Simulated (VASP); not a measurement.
**MoS2: relaxation of cell and atoms with rev-vdW-DF2**

MoS2:

```
Mo S
1.0
     3.16753    0.00000    0.00000
    -1.58377    2.74316    0.00000
     0.00000    0.00000   12.34219
Mo S
2 4
Direct
  0.33333 0.66667 0.25000
  0.66667 0.33333 0.75000
  0.33333 0.66667 0.62290
  0.66667 0.33333 0.12290
  0.33333 0.66667 0.87710
  0.66667 0.33333 0.37710
```

```json
{"Program": "VASP 6.6.1", "Task": "relaxation of cell and atoms", "Functional": "rev-vdW-DF2", "Potentials or basis": "VASP PAW PBE potentials, release 64 (Mo_sv, S)", "Cutoff": "600 eV", "k mesh": "12 × 12 × 3", "Occupations": "gaussian, width 0.03 eV", "Spin": "no spin polarisation", "Further INCAR settings": "ALGO = Normal; EDIFF = 1e-07; IBRION = 2; EDIFFG = -0.005; NSW = 90; ISIF = 3"}
```

```yaml
Pressure_after_relaxing: 0.0 GPa
Band_gap_on_the_k_mesh: 0.87 eV, indirect (least direct gap 1.67 eV)
```

Final structure:
```
Mo S
1.0
     3.16753    0.00000    0.00000
    -1.58377    2.74316    0.00000
     0.00000    0.00000   12.34219
Mo S
2 4
Direct
  0.33333 0.66667 0.25000
  0.66667 0.33333 0.75000
  0.33333 0.66667 0.62290
  0.66667 0.33333 0.12290
  0.33333 0.66667 0.87710
  0.66667 0.33333 0.37710
```

Levels at points of the mesh, in eV from the valence-band top:
```
           k point  band 22  band 23  band 24  band 25  band 26  band 27  band 28  band 29  band 30  band 31
(0.00, 0.00, 0.00)    -2.08    -2.08    -1.17    -1.17     0.00     2.13     2.13     2.16     2.16     2.27
(0.50, 0.00, 0.00)    -2.46    -1.69    -1.48    -1.37    -1.25     1.61     1.66     1.99     2.26     2.85
```

It took 2.2 min on 2 MPI ranks on AMD EPYC 9R45 96-Core Processor (Zen 5) (shared host), peak memory 0.71 GiB a rank.

Caveat: the relaxation stopped at its first step, so nothing moved; the PAW data sets were made with another functional, which shifts forces and pressure a little; an odd mesh through Γ misses points on the zone boundary, where band edges often lie.
